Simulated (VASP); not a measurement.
A run of VASP 6.6.1 is set up as follows.

The input INCAR:

```
SYSTEM = HfO2
PREC = Accurate
ENCUT = 520
EDIFF = 1E-6
ISMEAR = -1
SIGMA = 0.05
LREAL = .FALSE.
LASPH = .TRUE.
NELM = 100
ALGO = Normal
ISIF = 2
LWAVE = .FALSE.
LCHARG = .FALSE.
LMAXMIX = 4
METAGGA = R2SCAN
LMIXTAU = .TRUE.
NBANDS = 56
```

Contents of KPOINTS:

```
regular mesh
0
G
  4 5 4
  0 0 0
```

Contents of POSCAR:

```
HfO2
1.0
    5.2194633600      0.0000000000      0.0000000000
    0.0000000000      5.0047636900      0.0000000000
    0.0000000000      0.0000000000      5.0326850500
Hf O
4 8
Direct
    0.9669940000      0.7325208200      0.7414403500
    0.5330060000      0.7325208200      0.2414403500
    0.4669940000      0.2674791800      0.7414403500
    0.0330060000      0.2674791800      0.2414403500
    0.6321274500      0.9286454000      0.8792672600
    0.8678725500      0.9286454000      0.3792672600
    0.2339485200      0.5398830500      0.4922923900
    0.2660514800      0.5398830500      0.9922923900
    0.7660514800      0.4601169500      0.9922923900
    0.7339485200      0.4601169500      0.4922923900
    0.1321274500      0.0713546000      0.8792672600
    0.3678725500      0.0713546000      0.3792672600
```

Contents of KPOINTS_OPT:

```
path GXSYGZURTZ,YT,UX,SR
10
line-mode
reciprocal
 0.0000000000  0.0000000000  0.0000000000  G
 0.0000000000  0.5000000000  0.0000000000  X

 0.0000000000  0.5000000000  0.0000000000  X
 0.0000000000  0.5000000000  0.5000000000  S

 0.0000000000  0.5000000000  0.5000000000  S
 0.0000000000  0.0000000000  0.5000000000  Y

 0.0000000000  0.0000000000  0.5000000000  Y
 0.0000000000  0.0000000000  0.0000000000  G

 0.0000000000  0.0000000000  0.0000000000  G
 0.5000000000  0.0000000000  0.0000000000  Z

 0.5000000000  0.0000000000  0.0000000000  Z
 0.5000000000  0.5000000000  0.0000000000  U

 0.5000000000  0.5000000000  0.0000000000  U
 0.5000000000  0.5000000000  0.5000000000  R

 0.5000000000  0.5000000000  0.5000000000  R
 0.5000000000  0.0000000000  0.5000000000  T

 0.5000000000  0.0000000000  0.5000000000  T
 0.5000000000  0.0000000000  0.0000000000  Z

 0.0000000000  0.0000000000  0.5000000000  Y
 0.5000000000  0.0000000000  0.5000000000  T

 0.5000000000  0.5000000000  0.0000000000  U
 0.0000000000  0.5000000000  0.0000000000  X

 0.0000000000  0.5000000000  0.5000000000  S
 0.5000000000  0.5000000000  0.5000000000  R
```

Potentials or basis: VASP PAW PBE potentials, release 64 (Hf_pv, O).

Run with:

```sh
$ cat potpaw_PBE.64/Hf_pv/POTCAR potpaw_PBE.64/O/POTCAR > POTCAR
$ mpirun -np 1 vasp_std > vasp.out
```

(1) Predict the pressure.

(2) Estimate the band gap on the k mesh.

## Answers

(1) 0.3 GPa.

(2) 5.01 eV, indirect (least direct gap 5.25 eV).

Caveat: the PAW data sets were made with another functional, which shifts forces and pressure a little; spin-orbit coupling is left out, which moves the levels of the heavy elements.
